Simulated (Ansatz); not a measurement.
Set up this calculation in Ansatz 0.2.0, as the native input.

| Item | Value |
| --- | --- |
| Task | optical spectrum |
| Functional | HSE06 |
| Dispersion | D4 |
| Potentials or basis | Ansatz PAW |
| Cutoff | 420 eV (not typed: the program's choice for these potentials) |
| k mesh | 4 × 4 × 4 |
| Occupations | methfessel-paxton, width 0.025 eV |
| Spin | spin-orbit coupling, no magnetisation |
| Broadening | 0.1 eV |

Crystal: InP.

```
In P
1.0
     0.00000    2.93050    2.93050
     2.93050    0.00000    2.93050
     2.93050    2.93050    0.00000
In P
1 1
Cartesian
  0.0000 0.0000 0.0000
  1.4653 1.4652 1.4652
```

The input as run:

input.yaml

```yaml
crystal:
  lattice: { a: 5.861, b: 5.861, c: 5.861, alpha: 90.0, beta: 90.0, gamma: 90.0 }
  space_group: 216
  reduce_to_primitive: true
  atoms:
    - { symbol: In, wyckoff: "4a", position: [0.0, 0.0, 0.0] }
    - { symbol: P, wyckoff: "4c", position: [0.25, 0.25, 0.25] }
hamiltonian:
  xc: hse06
  pseudopotentials: { kind: paw_fr }
  dispersion: d4
magnetization:
  noncollinear: true
  spin_orbit: true
kpoints:
  mp_grid: { grid: [4, 4, 4] }
scf:
  occupations: { method: methfessel_paxton, width: 0.025 }
  n_extra_bands: 12
output:
  eigenvalues: true
  optics: { e_range: [0, 14], sigma: 0.1 }
```

Potentials or basis: Ansatz PAW.

Launch:

```console
$ ansatz run input.yaml --threads 1 --pin off --max-ram 2560MiB --backend cpu --events-out ev --progress --plain --runs-dir out
```

It gave:

The band gap on the k mesh is 1.50 eV, direct.

Caveat: the k mesh is coarse (spacing up to 0.46 Å⁻¹), so the values aren't converged, least of all with exact exchange; this version of the program is known to err on some quantities of such runs, which are left out of the summary and shouldn't be taken from the log.

It took 55 s on 1 thread of Intel(R) Xeon(R) 6975P-C (Granite Rapids), with other jobs on the host, peak memory 1.2 GiB.
